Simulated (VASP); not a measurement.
## TePb: single point with PBEsol

**Measured values to compare with.**

A printed reference work, monograph reports, for a bulk crystal of TePb at 4.2 K: band gap 0.19 eV (direct).

TePb:

```
CELL_PARAMETERS angstrom
0.00000 3.08695 3.08695
3.08695 0.00000 3.08695
3.08695 3.08695 0.00000
ATOMIC_POSITIONS crystal
Te 0.50000 0.50000 0.50000
Pb 0.00000 0.00000 0.00000
```

| Property | Result |
| --- | --- |
| Program | VASP 6.6.1 |
| Task | single point |
| Functional | PBEsol |
| Potentials or basis | VASP PAW PBE potentials, release 64 (Te, Pb_d) |
| Cutoff | 520 eV |
| k mesh | 10 × 10 × 10 |
| Occupations | gaussian, width 0.05 eV |
| Spin | no spin polarisation |

```yaml
Pressure: 7.6 GPa
Band_gap_on_the_k_mesh: 0.32 eV, direct
```

Levels at points of the mesh, in eV from the valence-band top:
| k point | band 8 | band 9 | band 10 | band 11 | band 12 | band 13 |
| --- | --- | --- | --- | --- | --- | --- |
| (0.00, 0.00, 0.00) | -1.96 | -1.96 | -1.96 | 4.12 | 4.12 | 4.12 |
| (0.50, 0.00, 0.00) | -1.38 | -1.38 | 0.00 | 0.32 | 0.80 | 0.80 |
| (0.50, 0.50, 0.00) | -5.75 | -3.72 | -3.72 | 2.52 | 5.91 | 5.91 |

Wall time 16 s on 1 thread of Intel(R) Xeon(R) 6975P-C (Granite Rapids), with other jobs on the host, peak memory 0.2 GiB.

A measured gap of TePb is 0.19 eV (direct; 4.2 K; a printed reference work, monograph); the calculated 0.32 eV misses it by +0.13 eV. Spin-orbit coupling on Pb, Te is left out. The value is that of PBEsol on a finite k mesh, which can miss the band edges, without temperature or zero-point motion.

Caveat: the PAW data sets were made with another functional, which shifts forces and pressure a little; spin-orbit coupling is left out, which as a rule narrows the gap of such compounds by several tenths of an eV.
